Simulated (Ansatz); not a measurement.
Sc:

```xyz
1
Lattice="3.2020 0.0000 0.0000 1.5021 2.8441 0.0000 1.5490 0.9264 2.6742" Properties=species:S:1:pos:R:3 pbc="T T T"
Sc    0.0000    0.0000    0.0000
```

This isn't the form of Sc at room conditions, which is hcp.

| Quantity | Value |
| --- | --- |
| Program | Ansatz 0.2.0 |
| Task | relaxation of cell and atoms |
| Functional | RPBE |
| Potentials or basis | Ansatz PAW |
| Cutoff | 420 eV (not typed: the program's choice for these potentials) |
| k mesh | 10 × 10 × 10 |
| Occupations | fermi-dirac, width 0.05 eV |
| Spin | no spin polarisation |

At the start: volume 24.35 Å³/atom.

Q: Where does the relaxation end?

A: It ends after 6 steps and the volume is 25.72 Å³/atom (+5.6 %); space group Fm-3m (No. 225, to 0.05 Å).

The path:
| step | energy change (eV) | largest force (eV/Å) | volume (Å³) |
| --- | --- | --- | --- |
| 1 | 0.0000 | 0.0000 | 24.35 |
| 2 | -0.0156 | 0.0000 | 25.87 |
| 3 | -0.0162 | 0.0000 | 25.76 |
| 4 | -0.0164 | 0.0000 | 25.72 |
| 5 | -0.0164 | 0.0000 | 25.72 |
| 6 | -0.0167 | 0.0000 | 25.72 |

Final structure:
```xyz
1
Lattice="3.3122 0.0573 0.0136 1.6047 2.8981 0.0190 1.6302 0.9748 2.7161" Properties=species:S:1:pos:R:3 pbc="T T T"
Sc    0.0000    0.0000    0.0000
```

Caveat: the plane-wave basis is chosen anew once the cell has moved, so the energies of steps on either side of that aren't comparable; the PAW data sets come from PBE, with cores solved anew for the run's functional, which leaves a small shift of forces and pressure.
